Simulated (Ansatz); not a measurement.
# MgO: the cost of one run

The runs shown are made with Ansatz 0.2.0. PAW datasets, plane waves. (Calculated; spin-unpolarised; the phase may be known or hypothetical.)

## 1. The structure to begin with

The unstrained cell was relaxed with r2SCAN; in each strained cell the atoms were relaxed again with r2SCAN. Names of k-points are those of the unstrained zone, where strain can split equivalent points. First state: -2.0 % strain along x alone.

The symmetry is Cmc2_1 (No. 36, orthorhombic); conventional cell a = 3.222 Å, b = 5.695 Å, c = 5.034 Å, 11.55 Å³ an atom. Around Mg lie 4 O at 1.96–1.97 Å; around O lie 4 Mg at 1.96–1.97 Å.

The structure in full:

```xyz
4
Lattice="3.2225 0.0000 0.0000 -1.6112 2.8477 0.0000 0.0000 0.0000 5.0344" Properties=species:S:1:pos:R:3 pbc="T T T"
Mg    0.0000    1.9059   -0.0435
Mg    1.6112    0.9418    2.4737
O     0.0000    1.9079    1.9314
O     1.6112    0.9398    4.4486
```

From earlier runs on the unstrained cell: PBE 3.56 eV, r2SCAN 4.22 eV, HSE06 5.16 eV; a = 3.288 Å, c = 5.034 Å.

## 2. -2.0 % strain along x alone: PBE

input.yaml

```yaml
crystal:
  lattice:
    - [3.222452843, 1.0e-10, 0.0]
    - [-1.6112264216, 2.8476796169, 0.0]
    - [0.0, 0.0, 5.0343664111]
  atoms:
    - { symbol: Mg, position: [0.3346460202, 0.6692920404, -0.0086419941] }
    - { symbol: Mg, position: [0.6653539798, 0.3307079596, 0.4913580059] }
    - { symbol: O, position: [0.334996031, 0.669992062, 0.3836419941] }
    - { symbol: O, position: [0.665003969, 0.330007938, 0.8836419941] }
kpoints:
  mp_grid: { grid: [12, 12, 6] }
  band_path:
    path:
      - [0.0, 0.0, 0.0]
      - [0.5, 0.0, 0.0]
      - [0.3333333333, 0.3333333333, 0.0]
      - [0.0, 0.0, 0.5]
      - [0.5, 0.0, 0.5]
      - [0.3333333333, 0.3333333333, 0.5]
    npoints: 1
hamiltonian:
  xc: pbe
scf:
  occupations: { method: fermi_dirac, width: 0.02 }
  n_extra_bands: 5
output:
  forces: true
  stress: true
  eigenvalues: true
```

Command:

```
$ ansatz run input.yaml --threads 2 --pin off --max-ram 2211MiB --backend cpu --events-out ev --progress --plain --runs-dir out
```

What time and memory should one allow on 2 threads of Arm Neoverse N1, shared host?

About 14 s, with a peak of 0.42 GiB.
